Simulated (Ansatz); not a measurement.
# Cu/BN/Zn: conductance against the thickness of the layer, part 2 of 6

How fast does the current through Cu/BN/Zn fall with each added layer? The lower electrode is Cu fcc(111), the upper one Zn hcp(0001); the barrier is BN zinc blende(111) (whole bilayers). In the first transport cell, after relaxation, the nearest pair of electrode and barrier is Cu–N at 2.00 Å, along the normal, at the lower face and Zn–B at 2.70 Å, at a slant, too long for a bond, at the upper one. A gap without bonds adds to the barrier. All share a net of side 2.567 Å, which strains the lower electrode by +0.0 %, the upper one by -3.5 % and the barrier by +0.0 %, against typed lattice constants near PBE's. The first steps treat the bulk electrodes alone.

Ansatz 0.2.0; PBE DFT, plane waves, PAW files (the session's first sound run).

So far. Step 2 (The strained electrode, 3 atoms, electrode Cu fcc(111)): Little changed from the start: no atom moved by 0.005 Å and no cell edge by 0.1 %.

**4. Relaxation**

System of this step: Cu/BN/Zn. The cell holds 16 atoms: 4 Cu, 4 N, 4 B and 4 Zn. Cell: a = 2.567 Å, b = 2.567 Å, c = 40.286 Å, α = 90.0°, β = 90.0°, γ = 120.0°. Vacuum lies along c.

Tunnelling depends exponentially on distance, so the interfaces are relaxed first. A short slab in vacuum serves: only the barrier and the layers next to it are taken over, and later cells can add or drop layers in the barrier's middle. The dipole correction removes the field that unlike faces would set up across the vacuum.

input.yaml reads:

```yaml
crystal:
  lattice:
    - [2.567, 0.0, 0.0]
    - [-1.2835, 2.2230872115, 0.0]
    - [0.0, 0.0, 40.2864951132]
  atoms:
    - { symbol: Cu, position: [0.0, 0.0, 0.1985777114] }
    - { symbol: Cu, position: [0.33333333, 0.66666667, 0.2505967763] }
    - { symbol: Cu, position: [0.66666667, 0.33333333, 0.3026158413] }
    - { symbol: Cu, position: [0.0, 0.0, 0.3546349062] }
    - { symbol: "N", position: [0.0, 0.0, 0.4062651111] }
    - { symbol: B, position: [0.33333333, 0.66666667, 0.4192698774] }
    - { symbol: "N", position: [0.33333333, 0.66666667, 0.4582841761] }
    - { symbol: B, position: [0.66666667, 0.33333333, 0.4712889423] }
    - { symbol: "N", position: [0.66666667, 0.33333333, 0.510303241] }
    - { symbol: B, position: [0.0, 0.0, 0.5233080072] }
    - { symbol: "N", position: [0.0, 0.0, 0.5623223059] }
    - { symbol: B, position: [0.33333333, 0.66666667, 0.5753270721] }
    - { symbol: Zn, position: [0.66666667, 0.33333333, 0.6126067293] }
    - { symbol: Zn, position: [0.0, 0.0, 0.6755452491] }
    - { symbol: Zn, position: [0.66666667, 0.33333333, 0.7384837688] }
    - { symbol: Zn, position: [0.0, 0.0, 0.8014222886] }
kpoints:
  mp_grid: { grid: [12, 12, 1] }
scf:
  occupations: { method: fermi_dirac, width: 0.1 }
  max_iter: 150
hamiltonian:
  xc: pbe
efield:
  axis: 3
  dipole_correction: true
relax:
  f_tol: 0.04
  max_steps: 60
output:
  forces: true
```

On the command line:

```
ansatz run input.yaml --threads 4 --pin off --max-ram 18432MiB --backend cpu --events-out ev --progress --plain --runs-dir out
```

Numbers of over 12 decimals in the logs are rounded to 6 here.

Output:

```text
[...]
Crystal: 16 atoms, lattice volume = 229.902 Å³
Basis set: ecut = 420 eV, 4605 PW (Γ), exchange–correlation on 36×36×540 points (8 copies of the dense FFT grid, shifted against one another)
Bands: 94, of which v1, the nominal top of the filled ones, is band 78 counted from 1 (77 counted from 0)
Symmetry: 6 space group operations
[...]
k-points: 19 of 144 (time reversal used)
[...]
SCF iter   1: F=—  HF=-41942.438605 eV  |F-HF|=—  |Δ(HF+E_count)|=         —  Δρ=2.81e-2  dr2=1.03e2  ethr=1.77e-3  p=0.092 e·Å  D=7.28e-2 V/Å  ΔV_dip=-2.93 eV  dr2_dipole=1.26e2  V_vac-E_F(+/−)=2.80/5.73 eV  ⟨swp⟩=9.6  Hψ=8915  notcnv=0  defer=80
efield: sawtooth ramp at fractional position 0.9500 (placed from the atoms, in the widest stretch of the axis that holds none; the zero of the levels goes with the place), width 0.1000; the density the first Hamiltonian is built on has a dipole p = 0.092 e·Å; the dipole correction subtracts the counter field D = 7.28e-2 V/Å, which shifts the + side's vacuum level by -2.93 eV against the − side's; the planar-averaged density in the ramp window peaks in size at 1.5e-4 e/Å³
[...]
SCF iter   2: F=—  HF=-41941.949576 eV  |F-HF|=—  |Δ(HF+E_count)|=   4.89e-1  Δρ=2.71e-2  dr2=2.11e1  ethr=1.77e-3  p=0.020 e·Å  D=1.58e-2 V/Å  ΔV_dip=-0.64 eV  dr2_dipole=2.90e0  V_vac-E_F(+/−)=3.44/4.08 eV  ⟨swp⟩=2.9  Hψ=2747  notcnv=0  defer=108
[...]
SCF iter  11: F=-41941.533338 eV  HF=-41941.533359 eV  |F-HF|=2.10e-5  |Δ(HF+E_count)|=   1.27e-5  Δρ=7.03e-5  dr2=1.94e-5  ethr=2.56e-8  p=0.025 e·Å  D=1.99e-2 V/Å  ΔV_dip=-0.80 eV  dr2_dipole=7.43e-6  V_vac-E_F(+/−)=4.02/4.82 eV  ⟨swp⟩=4.5  Hψ=7803  notcnv=0
SCF 1 converged in 11 iterations: F = -41941.533338 eV  dr2 = 1.94e-5
[...]
relax step   1: F+E_penalty+E_count = -41941.53333820 eV  Δ(F+E_penalty+E_count) = +0.000e0 eV  max|allowed force component| = 4.781e0 eV/Å  Δτ_max = 0.0000 Å  (11 SCF iters, dr2 threshold 4.00e-5 eV, accepted)
[...]
SCF iter   1: F=—  HF=-41942.371116 eV  |F-HF|=—  |Δ(HF+E_count)|=         —  Δρ=1.10e-2  dr2=7.65e-1  ethr=4.91e-4  p=0.025 e·Å  D=1.99e-2 V/Å  ΔV_dip=-0.80 eV  dr2_dipole=1.90e-1  V_vac-E_F(+/−)=4.05/4.85 eV  ⟨swp⟩=1.0  Hψ=7769  notcnv=0  defer=92
efield: sawtooth ramp at fractional position 0.9500 (handed on by an earlier solve), width 0.1000; the density the first Hamiltonian is built on has a dipole p = 0.025 e·Å; the dipole correction subtracts the counter field D = 1.99e-2 V/Å, which shifts the + side's vacuum level by -0.80 eV against the − side's; the planar-averaged density in the ramp window peaks in size at 2.9e-5 e/Å³
[...]
SCF iter   2: F=—  HF=-41942.323572 eV  |F-HF|=—  |Δ(HF+E_count)|=   4.75e-2  Δρ=7.29e-3  dr2=1.08e-1  ethr=4.90e-4  p=0.028 e·Å  D=2.21e-2 V/Å  ΔV_dip=-0.89 eV  dr2_dipole=7.48e-3  V_vac-E_F(+/−)=4.01/4.90 eV  ⟨swp⟩=2.3  Hψ=2908  notcnv=0  defer=92
[...]
SCF iter   8: F=-41942.300953 eV  HF=-41942.300974 eV  |F-HF|=2.11e-5  |Δ(HF+E_count)|=   2.43e-6  Δρ=7.12e-5  dr2=1.77e-5  ethr=3.44e-8  p=0.025 e·Å  D=1.97e-2 V/Å  ΔV_dip=-0.79 eV  dr2_dipole=5.40e-6  V_vac-E_F(+/−)=4.02/4.82 eV  ⟨swp⟩=4.1  Hψ=5683  notcnv=0
SCF 2 converged in 8 iterations: F = -41942.300953 eV  dr2 = 1.77e-5
relax step   2: F+E_penalty+E_count = -41942.30095269 eV  Δ(F+E_penalty+E_count) = -7.676e-1 eV  max|allowed force component| = 2.689e0 eV/Å  Δτ_max = 0.1433 Å  (8 SCF iters, dr2 threshold 1.00e-4 eV, accepted)
[...]
SCF iter   7: F=-41942.786895 eV  HF=-41942.786909 eV  |F-HF|=1.35e-5  |Δ(HF+E_count)|=   1.79e-5  Δρ=8.76e-5  dr2=1.61e-5  ethr=6.41e-8  p=0.024 e·Å  D=1.92e-2 V/Å  ΔV_dip=-0.77 eV  dr2_dipole=4.89e-8  V_vac-E_F(+/−)=4.03/4.81 eV  ⟨swp⟩=3.8  Hψ=7440  notcnv=0
SCF 3 converged in 7 iterations: F = -41942.786895 eV  dr2 = 1.61e-5
relax step   3: F+E_penalty+E_count = -41942.78689525 eV  Δ(F+E_penalty+E_count) = -4.859e-1 eV  max|allowed force component| = 1.102e0 eV/Å  Δτ_max = 0.1956 Å  (7 SCF iters, dr2 threshold 1.00e-4 eV, accepted)
[...]
relax step   4: F+E_penalty+E_count = -41942.91253594 eV  Δ(F+E_penalty+E_count) = -1.256e-1 eV  max|allowed force component| = 4.390e-1 eV/Å  Δτ_max = 0.1953 Å  (8 SCF iters, dr2 threshold 1.00e-4 eV, accepted)
[...]
relax step   5: F+E_penalty+E_count = -41942.90768206 eV  Δ(F+E_penalty+E_count) = +4.854e-3 eV  max|allowed force component| = 6.905e-1 eV/Å  Δτ_max = 0.2000 Å  (8 SCF iters, dr2 threshold 3.06e-5 eV, rejected (line search))
[...]
relax step   6: F+E_penalty+E_count = -41942.93472999 eV  Δ(F+E_penalty+E_count) = -2.219e-2 eV  max|allowed force component| = 5.232e-2 eV/Å  Δτ_max = 0.0990 Å  (11 SCF iters, accepted)
[...]
relax step   7: F+E_penalty+E_count = -41942.93880599 eV  Δ(F+E_penalty+E_count) = -4.076e-3 eV  max|allowed force component| = 6.959e-2 eV/Å  Δτ_max = 0.0980 Å  (10 SCF iters, accepted)
[...]
relax step   8: F+E_penalty+E_count = -41942.93891085 eV  Δ(F+E_penalty+E_count) = -1.049e-4 eV  max|allowed force component| = 6.625e-2 eV/Å  Δτ_max = 0.0248 Å  (8 SCF iters, accepted)
[...]
relax step   9: F+E_penalty+E_count = -41942.93912011 eV  Δ(F+E_penalty+E_count) = -2.093e-4 eV  max|allowed force component| = 8.118e-3 eV/Å  Δτ_max = 0.0063 Å  (6 SCF iters, dr2 threshold 3.98e-6 eV, accepted)
[...]
SCF iter   3: F=-41942.939121 eV  HF=-41942.939121 eV  |F-HF|=3.78e-8  |Δ(HF+E_count)|=   1.05e-6  Δρ=3.39e-6  dr2=2.94e-8  ethr=6.41e-11  p=0.026 e·Å  D=2.02e-2 V/Å  ΔV_dip=-0.81 eV  dr2_dipole=9.41e-9  V_vac-E_F(+/−)=4.00/4.81 eV  ⟨swp⟩=4.1  Hψ=8625  notcnv=0
SCF 10 converged in 3 iterations: F = -41942.939121 eV  dr2 = 2.94e-8
relax step  10: F+E_penalty+E_count = -41942.93912100 eV  Δ(F+E_penalty+E_count) = -8.861e-7 eV  max|allowed force component| = 8.040e-3 eV/Å  Δτ_max = 0.0000 Å  (3 SCF iters, accepted)
SCF converged after 3 iterations
Free energy (F): -41942.939121 eV
[...]
Internal energy: -41942.839116 eV  (E = F + TS)
E sigma→0 (E₀):  -41942.889118 eV
Entropy (-TS):   -0.100005 eV (-6.250 meV/atom)
Fermi energy:    7.458480 eV
Dipole field:    D = 0.020031 V/Å  (p = 0.025449 e·Å, saw-weighted, corrected)
Work function:   Φ+ = 3.9977 eV   Φ− = 4.8048 eV
Levels:          The Fermi level and band energies are counted from a zero that moves with the ramp; work functions are not
[...]
--- Forces (eV/Å), atoms counted from 1 ---
  atom   1  Cu    -0.00000000     0.00000000     0.00230616
  atom   2  Cu     0.00000000    -0.00000000     0.00293633
  atom   3  Cu     0.00000000     0.00000000     0.00308498
  atom   4  Cu     0.00000000    -0.00000000    -0.00787486
  atom   5  N      0.00000000     0.00000000     0.00430487
  atom   6  B      0.00000000     0.00000000    -0.00804342
  atom   7  N      0.00000000     0.00000000    -0.00018606
  atom   8  B      0.00000000     0.00000000     0.00613745
  atom   9  N      0.00000000    -0.00000000    -0.00501582
  atom  10  B      0.00000000     0.00000000     0.00405267
  atom  11  N      0.00000000    -0.00000000    -0.00404246
  atom  12  B      0.00000000     0.00000000     0.00165236
  atom  13  Zn     0.00000000    -0.00000000     0.00180952
  atom  14  Zn     0.00000000    -0.00000000    -0.00036298
  atom  15  Zn     0.00000000     0.00000000    -0.00038844
  atom  16  Zn     0.00000000    -0.00000000    -0.00042154
  max |Σ_I F_I| component: 5.12e-5 eV/Å
--- Relaxed structure (10 steps of the walk, 9 accepted, 0 SCFs on fresh bases) ---
  F+E_penalty+E_count = -41942.93912100 eV   max|allowed force component| = 8.040e-3 eV/Å
  atoms:
    - { symbol: Cu, position: [-2.067212143067344e-17, 1.6190752459683077e-17, 0.197604] }
    - { symbol: Cu, position: [0.333333, 0.666667, 0.248943] }
    - { symbol: Cu, position: [0.666667, 0.333333, 0.300795] }
    - { symbol: Cu, position: [-2.0672121430673422e-17, 1.619075245968312e-17, 0.352117] }
    - { symbol: N, position: [-2.0672121430673385e-17, 1.6190752459683206e-17, 0.401751] }
    - { symbol: B, position: [0.333333, 0.666667, 0.412466] }
    - { symbol: N, position: [0.333333, 0.666667, 0.453793] }
    - { symbol: B, position: [0.666667, 0.333333, 0.465442] }
    - { symbol: N, position: [0.666667, 0.333333, 0.506264] }
    - { symbol: B, position: [-2.0672121430673367e-17, 1.6190752459683225e-17, 0.517922] }
    - { symbol: N, position: [-2.0672121430673376e-17, 1.619075245968321e-17, 0.559178] }
    - { symbol: B, position: [0.333333, 0.666667, 0.570003] }
    - { symbol: Zn, position: [0.666667, 0.333333, 0.626014] }
    - { symbol: Zn, position: [-2.0672121430673515e-17, 1.6190752459682935e-17, 0.687099] }
    - { symbol: Zn, position: [0.666667, 0.333333, 0.749107] }
[...]
```

Wall time 2.1 min (4 threads of Arm Neoverse V1, shared host); peak memory 0.97 GiB.

Step by step:

| step | energy less that of the first step (eV) | largest force component (eV/Å) |
| --- | --- | --- |
| 1 | 0.0000 | 4.7809 |
| 2 | -0.7676 | 2.6889 |
| 3 | -1.2536 | 1.1023 |
| 4 | -1.3792 | 0.4390 |
| 5 | -1.3743 | 0.6905 |
| 6 | -1.4014 | 0.0523 |
| 7 | -1.4055 | 0.0696 |
| 8 | -1.4056 | 0.0663 |
| 9 | -1.4058 | 0.0081 |
| 10 | -1.4058 | 0.0080 |

Relaxation step 5 was tried and not accepted.

Forces are held to the 6 operations that the run works with; a distortion that breaks them can't arise in this run.

The atoms that moved most (Å):

| atom | dx | dy | dz | length |
| --- | --- | --- | --- | --- |
| Zn13 | 0.000 | 0.000 | 0.540 | 0.540 |
| Zn14 | 0.000 | 0.000 | 0.465 | 0.465 |
| Zn16 | 0.000 | 0.000 | 0.440 | 0.440 |
| Zn15 | 0.000 | 0.000 | 0.428 | 0.428 |
| B6 | 0.000 | 0.000 | -0.274 | 0.274 |
| B8 | 0.000 | 0.000 | -0.236 | 0.236 |
| B10 | 0.000 | 0.000 | -0.217 | 0.217 |
| B12 | 0.000 | 0.000 | -0.214 | 0.214 |

Final coordinates:

```cif
data_structure
_symmetry_space_group_name_H-M 'P 1'
_symmetry_Int_Tables_number 1
_cell_length_a 2.5670
_cell_length_b 2.5670
_cell_length_c 40.2865
_cell_angle_alpha 90.000
_cell_angle_beta 90.000
_cell_angle_gamma 120.000
_cell_volume 229.90
loop_
_atom_site_label
_atom_site_type_symbol
_atom_site_fract_x
_atom_site_fract_y
_atom_site_fract_z
_atom_site_occupancy
Cu1 Cu 0.00000 0.00000 0.19760 1
Cu2 Cu 0.33333 0.66667 0.24894 1
Cu3 Cu 0.66667 0.33333 0.30080 1
Cu4 Cu 0.00000 0.00000 0.35212 1
N5 N 0.00000 0.00000 0.40175 1
B6 B 0.33333 0.66667 0.41247 1
N7 N 0.33333 0.66667 0.45379 1
B8 B 0.66667 0.33333 0.46544 1
N9 N 0.66667 0.33333 0.50626 1
B10 B 0.00000 0.00000 0.51792 1
N11 N 0.00000 0.00000 0.55918 1
B12 B 0.33333 0.66667 0.57000 1
Zn13 Zn 0.66667 0.33333 0.62601 1
Zn14 Zn 0.00000 0.00000 0.68710 1
Zn15 Zn 0.66667 0.33333 0.74911 1
Zn16 Zn 0.00000 0.00000 0.81235 1
```

Numbers from this step:

```
free energy               : -41942.9391 eV
Fermi energy              : 7.458 eV
work function, upper face : 3.998 eV
work function, lower face : 4.805 eV
dipole moment             : 0.02545 e·Å
dipole field              : 0.02003 V/Å
```

The largest force component on a free atom ends at 0.0080 eV/Å. The work functions of the outer faces are 4.80 and 4.00 eV.

(Part 2 of 6 ends here.)

[Logs are printed without paths, hosts, clocks, repeated set-up lines and the standing remarks that a program may print on its own settings, such as how far it seeks lower states.]

[Hosts, paths, dates, database ids (printed as entryN), source tags and the programs' standing remarks are cut or masked in the printed files.]
